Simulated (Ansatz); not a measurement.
Crystal: Ti2Co.

```
CELL_PARAMETERS angstrom
0.00000 3.36500 3.36500
3.36500 0.00000 3.36500
3.36500 3.36500 0.00000
ATOMIC_POSITIONS crystal
Co 0.75000 0.75000 0.75000
Co 0.50000 0.50000 0.50000
Ti 0.12500 0.62500 0.12500
Ti 0.12500 0.12500 0.62500
Ti 0.62500 0.12500 0.12500
Ti 0.12500 0.12500 0.12500
```

| Property | Result |
| --- | --- |
| Program | Ansatz 0.2.0 |
| Task | relaxation of cell and atoms |
| Functional | r2SCAN |
| Potentials or basis | Ansatz PAW |
| Cutoff | 500 eV (not typed: the program's choice for these potentials) |
| k mesh | 7 × 7 × 7 |
| Occupations | fermi-dirac, width 0.05 eV |
| Spin | collinear spin, ferromagnetic start |
| Starting moments | [2.0, 2.0, 1.0, 1.0, 1.0, 1.0] μB |

At the start: volume 12.70 Å³/atom.

Q: How do energy, volume and symmetry change on relaxing?

A: It ends after 6 steps and the volume is 15.10 Å³/atom (+18.9 %); space group Fd-3m (No. 227, to 0.05 Å); moment 4.89 μB per cell.

Step by step:
| step | energy change (eV) | largest force (eV/Å) | volume (Å³) |
| --- | --- | --- | --- |
| 1 | 0.0000 | 0.0000 | 76.21 |
| 2 | -0.7844 | 0.0000 | 84.31 |
| 3 | -0.9279 | 0.0000 | 89.30 |
| 4 | -0.9331 | 0.0000 | 90.48 |
| 5 | -0.9331 | 0.0000 | 90.61 |
| 6 | -0.9473 | 0.0000 | 90.61 |

Final structure:
```yaml
crystal:
  lattice:
    - [0.00000, 3.56497, 3.56497]
    - [3.56497, 0.00000, 3.56497]
    - [3.56497, 3.56497, 0.00000]
  atoms:
    - { symbol: Co, position: [0.75000, 0.75000, 0.75000] }
    - { symbol: Co, position: [0.50000, 0.50000, 0.50000] }
    - { symbol: Ti, position: [0.12500, 0.62500, 0.12500] }
    - { symbol: Ti, position: [0.12500, 0.12500, 0.62500] }
    - { symbol: Ti, position: [0.62500, 0.12500, 0.12500] }
    - { symbol: Ti, position: [0.12500, 0.12500, 0.12500] }
```

Caveat: the magnetic or orbital state may not be the lowest; the volume moved by over 15 % at a fixed basis, so the end points are rough; the plane-wave basis is chosen anew once the cell has moved, so the energies of steps on either side of that aren't comparable; the PAW data sets come from PBE, with cores solved anew for the run's functional, which leaves a small shift of forces and pressure.
